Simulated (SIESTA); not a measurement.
Runs of SIESTA 5.4.2 on MnO2. The structure is tetragonal, space group P4_2/mnm (No. 136). Conventional cell: a = 4.400 Å, b = 4.400 Å, c = 2.867 Å, α = 90.00°, β = 90.00°, γ = 90.00°. Around Mn (site symmetry mmm) lie 6 O at 1.88 to 1.90 Å. Around O (site symmetry m2m) lie 3 Mn at 1.88 to 1.90 Å. The cell is a database's computed one.

```csv
level,U,gap on the mesh (eV),pressure (GPa),moment (μB),largest force (eV/Å)
PBEsol+U,Mn d U = 6 eV,none,15.8,6.03,0.25
PBEsol,-,none,(a),(b),0.01
PBEsol+U,Mn d U = 2 eV,none,2.9,6.01,0.02
PBEsol+U,Mn d U = 4 eV,none,8.0,6.05,0.11
```

Alike in all rows: task density of states; potentials or basis PseudoDojo 0.4 standard (PBEsol files), DZP (energy shift 0.003 Ry; two zetas on semicore shells); spin collinear, ferromagnetic start; cell as given; k mesh 4 × 4 × 7; smearing fermi-dirac 0.05 eV; grid cutoff 800 Ry; energy shift 0.003 Ry.

Estimate the missing entries.

(a) -0.3; (b) 5.94.

Caveats: short orbitals over semicore shells can move pressures by several GPa; the basis of atomic orbitals isn't converged, which shifts pressures, moduli and gaps; only a ferromagnetic start was run, and an antiferromagnetic order may lie lower in energy; semilocal functionals often make such compounds metallic where correlation or magnetic order opens a gap, which also shifts bond lengths (some runs).

A k mesh can miss the band edges.

A gap of «none» marks a metal or a gap under the smearing width.

Not every run made on this cell is shown here.
